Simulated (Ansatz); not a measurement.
**ZrN (rocksalt): equation of state and elastic constants**

The task here is to estimate one member of a computed series from the others.

Computed with Ansatz 0.2.0 (DFT PBEsol, scalar-relativistic, plane waves, PAW, unless a step's input says otherwise).

3 further runs of the same task are left out: 2 that didn't finish, 1 set aside as unsound or not needed.

### The starting structure

The structure is cubic, space group Fm-3m (No. 225). Conventional cell: a = 4.552 Å, b = 4.552 Å, c = 4.552 Å, α = 90.00°, β = 90.00°, γ = 90.00°. Zr (site symmetry m-3m) is surrounded by 6 N at 2.28 Å. Around N (site symmetry m-3m) lie 6 Zr at 2.28 Å.

Structure file:

```
CELL_PARAMETERS angstrom
0.00000 2.27582 2.27582
2.27582 0.00000 2.27582
2.27582 2.27582 0.00000
ATOMIC_POSITIONS crystal
Zr 0.50000 0.50000 0.50000
N 0.00000 0.00000 0.00000
```

An earlier run at PBEsol left this cell at 11.787 Å³/atom and 0.01 GPa (12×12×12 mesh).

Volume factors to run: 0.980, 1.020, 0.960, 1.040.

The first run:

The input, input.yaml:

```yaml
crystal:
  lattice:
    - [0.0, 2.2605495241, 2.2605495241]
    - [2.2605495241, 0.0, 2.2605495241]
    - [2.2605495241, 2.2605495241, 0.0]
  atoms:
    - { symbol: Zr, position: [0.5, 0.5, 0.5] }
    - { symbol: "N", position: [0.0, 0.0, 0.0] }
basis:
  ecutwfc: 420
  ecutrho_ratio: 4
kpoints:
  mp_grid: { grid: [12, 12, 12] }
hamiltonian:
  xc: pbesol
scf:
  occupations: { method: gaussian, width: 0.05 }
output:
  forces: true
  stress: true
  eigenvalues: true
```

On the command line:

```console
> ansatz run input.yaml --threads 4 --pin off --max-ram 4096MiB --backend cpu --events-out ev --progress --plain --runs-dir out
```

Among the steps run: At 0.980 of the relaxed volume; Volume × 1.020; At 0.960 of the relaxed volume; Volume × 1.040.

One of the session's tables, all rows but one given; the rest of the session is left out.

It belongs to the step «The fit». 

| volume (Å³/atom) | energy (meV/atom) | pressure (GPa) |
| --- | --- | --- |
| 11.316 | 17.05 | 12.02 |
| 11.552 | ? | ? |
| 11.787 | 0.00 | 0.01 |
| 12.023 | 3.81 | -5.10 |
| 12.259 | 14.77 | -9.70 |

Q: Estimate the row for volume (Å³/atom) = 11.552 from the others.

Worked estimate for «energy (meV/atom)». A straight line through the neighbours (11.316, 17.05) and (11.787, 0.00) gives 17.05 + (0.00 − 17.05) × (11.552 − 11.316) / (11.787 − 11.316) = 8.51; a parabola fitted to 3 rows on both sides gives 4.40.

The run gave: energy (meV/atom): 4.14; pressure (GPa): 5.69. In «energy (meV/atom)» the line misses by +4.37 and the parabola by +0.26.
